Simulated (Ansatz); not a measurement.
An Ansatz input:

```yaml
crystal:
  lattice:
    - [0.0, 2.3404737414, 2.3404737414]
    - [2.3404737414, 0.0, 2.3404737414]
    - [2.3404737414, 2.3404737414, 0.0]
  atoms:
    - { symbol: Cr, position: [0.0, 0.0, 0.0], spin: 0.191 }
    - { symbol: Cr, position: [0.5, 0.5, 0.5], spin: -0.191 }
hamiltonian:
  xc: pbe
  pseudopotentials:
    kind: paw
    azcp:
      Cr: "pseudopotentials/Cr.paw.azcp"
basis:
  ecutwfc: 420
  fft_grid_basis: typed
kpoints:
  mp_grid: { grid: [6, 6, 6], shift: [0, 0, 0] }
magnetization:
  spin_polarized: true
scf:
  occupations: { method: fermi_dirac, width: 0.1 }
```

and its output:

```
Engine: ansatz 0.2.0, aarch64-unknown-linux-gnu
Pseudopotentials: kind: paw
Pseudopotential: Cr, paw, valence charge 14, recommended cutoff 420 eV (normal) 
Functional definition: PBE
  parameter kappa = 0.804
  parameter beta = 0.06672455060314922
  exchange = pbe_x(kappa = kappa, mu = beta*pi^2/3)
  correlation = pbe_c(beta = beta)
Crystal: 2 atoms, lattice volume = 25.641 Å³
Basis set: ecut = 420 eV, 531 PW (Γ)
Bands: 19, of which v1, the nominal top of the filled ones, is band 14 counted from 1 (13 counted from 0)
Symmetry: 48 space group operations
Space group: Fm-3m (ITA 225), of the structure as read, at distance tolerance 2.9e-5 Å
Magnetic group: BNS 225.121 (UNI 1623), of the structure as read, at distance tolerance 2.9e-5 Å
k-points: 16 of 216
Non-local potential: Cr, projectors of the file, l = 0: 3, l = 1: 2, l = 2: 3, l = 3: 1
PAW form: soft (Blöchl's): semilocal exchange-correlation on the pseudo side does not see the compensation charge
PAW one-centre angular grid: Cr, 590 points (default); XC on 64 Gauss nodes
Initial density: superposition of atomic densities (chi_scale 0.1, normalization cell)
Starting moments: Σ|m| = 0.382 μB on 2 of 2 sites
Starting magnetic order: antiferromagnet; a translation exchanges its spin sublattices: spin-degenerate at every k-point
Initial wavefunctions: pseudopotential atomic-orbital guess
Functional: x = pbe(κ = 0.804, μ = 0.2195149727645171), c = pbe(β = 0.06672455060314922)
SCF iter   1: F=—  HF=-6757.045563 eV  |F-HF|=—  |Δ(HF+E_count)|=         —  Δρ=9.64e-2 (↑9.64e-2 ↓9.64e-2)  dr2=7.72e0  dr2_m=2.54e-2  M=0.000 μB ∫|m|=0.090 μB  β_m=0.30  ethr=3.10e-3  ⟨swp⟩=3.5  Hψ=1063  notcnv=0
Mixer restart at iter 1: flushing history
spin=Collinear: Kerker preconditioning applied to the charge; magnetization (m = ρ↑ − ρ↓) channel mixes plain (no charge-response kernel on spin).
SCF iter   2: F=—  HF=-6754.284193 eV  |F-HF|=—  |Δ(HF+E_count)|=    2.76e0  Δρ=5.08e-2 (↑5.08e-2 ↓5.08e-2)  dr2=2.21e0  dr2_m=1.06e-2  M=0.000 μB ∫|m|=0.101 μB  β_m=0.44  ethr=3.10e-3  ⟨swp⟩=2.4  Hψ=687  notcnv=0  defer=1
SCF iter   3: F=—  HF=-6753.407774 eV  |F-HF|=—  |Δ(HF+E_count)|=   8.76e-1  Δρ=1.47e-2 (↑1.47e-2 ↓1.47e-2)  dr2=1.10e-1  dr2_m=5.06e-4  M=0.000 μB ∫|m|=0.119 μB  β_m=0.68  ethr=3.10e-3  ⟨swp⟩=2.7  Hψ=605  notcnv=0
SCF iter   4: F=—  HF=-6753.448741 eV  |F-HF|=—  |Δ(HF+E_count)|=   4.10e-2  Δρ=2.45e-3 (↑2.45e-3 ↓2.45e-3)  dr2=2.21e-3  dr2_m=5.37e-5  M=0.000 μB ∫|m|=0.112 μB  β_m=0.84  ethr=3.94e-4  ⟨swp⟩=2.2  Hψ=594  notcnv=0
...
SCF iter   6: F=—  HF=-6753.452251 eV  |F-HF|=—  |Δ(HF+E_count)|=   1.15e-3  Δρ=2.22e-4 (↑2.22e-4 ↓1.11e-4)  dr2=1.18e-5  dr2_m=1.93e-6  M=0.000 μB ∫|m|=0.058 μB  ethr=6.57e-7  ⟨swp⟩=1.0  Hψ=1877  notcnv=0
an SCF towards Hund's moment on open shells that bore less, with the run's symmetry operations kept and the antiferromagnet's anti-translation given up, reached no lower state that the run goes on to. This is no proof of a minimum
WARN: the starting moments were not kept: the SCF closed with an absolute magnetisation of 6.1e-5 μB, where they sum to 0.382 μB in size (2 sites). That is at most 0.1 of that sum. Measured as dr2_m measures the in/out step, that magnetisation stands 1.9e-9 eV from none, at or under the dr2_threshold of 1.0e-7 eV: it is no larger than a step whose dr2_m would equal this threshold. The system may hold no moment; this SCF shows only that its start led to no more than that. To try another start: raise the starting moments (crystal.atoms[].spin, magnetization.per_species, magnetization.initial_magnetization, or on a non-collinear deck that types none of these the spinor_matrix: blocks that start its atoms; where the total moment is fixed, keep their sum and leave initial_magnetization as it is; typed ones take the place of any that the run laid by itself, positive ones on a crystal's lanthanoids without a Hubbard term where scf.initial_density.shell_occupations: [] is typed) or, if the notice of its spin-set hold's release reads "site moments contracting" or "site moments show no strong build", lengthen the hold (scf.mixing.spin_hold: { on: { confirm: 4 } }; for m-r²SCAN on two components see the key's manual first). Each may lead to a state that holds a moment. A second SCF, from the converged charge density, with the starting moments and any scf.initial_density.shell_occupations laid on it anew, would have followed, and was not run: the deck does not ask for one (magnetization.retry_lost_moments is false, the default). To let it run, set magnetization.retry_lost_moments: true and run the deck again, where that key's refused combinations let it; where memory then withholds it, that run's warning says so.
SCF converged after 13 iterations
Magnetization: 0.0000 μB (14.0000 up, 14.0000 down)
Absolute magnetization: 0.0001 μB (∫|ρ↑−ρ↓|)
Spin contamination: 0.0000 ħ² per cell (⟨S²⟩ above its minimum at these occupations)
Per-site moments (μB) at R_I (Å): [(-2.831590290771081e-5, 0.9654454183275001), (2.831590290771081e-5, 0.9654454183275001)]
Free energy (F): -6753.452255 eV
Harris-Foulkes:  -6753.452255 eV  (|F-HF|=1.82e-12)
Internal energy: -6753.365699 eV  (E = F + TS)
E sigma→0 (E₀):  -6753.408977 eV
Entropy (-TS):   -0.086556 eV (-43.278 meV/atom)
Fermi energy:    17.247205 eV
--- Per-component energies (eV) ---
  E_band       = -344.522793
  E_kinetic    = 688.991373
  E_local      = -2667.183222  (includes V_loc(G=0)·N_el)
  E_nonlocal   = 162.871710
  E_hartree    = 1156.348482
  E_xc         = -278.793798
  E_vxc        = -355.623691  (∫ρ·V_xc dr)
  E_paw        = -2394.160577  (= ΣΔE_a)
  E_vpaw       = -486.276551  (= ΣTr[D̂ρ^β])
  E_aug_tail   = 0.000664  (compensation charges beyond the density's cutoff)
  E_ewald      = -3421.440331
  E_smearing   = -0.086556  (= −TS)
  E_closure    = 0.000000  (closes the sum)
  Σ components = -6753.452255   (vs F -6753.452255, Δ=0.00e0)
--- Band table (eV; the first three rows and the last of 32) ---
  k-point 0 ↑: bands = ["-54.4840", "-54.0152", "-25.9825", "-25.9825", "-25.9825", "-25.2412", "-25.2412", "-25.2412", "9.8887", "14.0757", "14.0757", "14.3320", "14.3320", "14.3320", "19.7225", "19.7225", "19.7225", "21.0940", "21.0940"]
  k-point 1 ↑: bands = ["-54.4516", "-54.0456", "-25.9474", "-25.9379", "-25.9379", "-25.3085", "-25.2961", "-25.2961", "10.5413", "14.2555", "14.3880", "14.3880", "14.6980", "14.6980", "19.3879", "19.4508", "19.4508", "20.3633", "20.3633"]
  k-point 2 ↑: bands = ["-54.3639", "-54.1295", "-25.8427", "-25.8125", "-25.8125", "-25.4773", "-25.4422", "-25.4422", "12.2316", "14.1640", "15.2786", "15.2786", "15.6689", "15.6689", "18.6425", "18.6425", "18.7701", "18.7701", "18.8213"]
  k-point 15 ↓: bands = ["-54.2819", "-54.2040", "-26.2335", "-26.1574", "-25.8835", "-25.3991", "-25.1280", "-25.0849", "13.3201", "14.7131", "14.9095", "15.2918", "15.6945", "17.8658", "18.0775", "18.5807", "18.5928", "19.4338", "19.5788"]
```

Launched by

```sh
ansatz run input.yaml --threads 4 --pin off --max-ram 8192MiB --backend cpu --events-out ev --progress --plain --runs-dir out
```

On 4 threads of Arm Neoverse V2 (shared host) this took about 3.3 s of wall time and 11 s of CPU time, with 0.33 GiB at the peak.
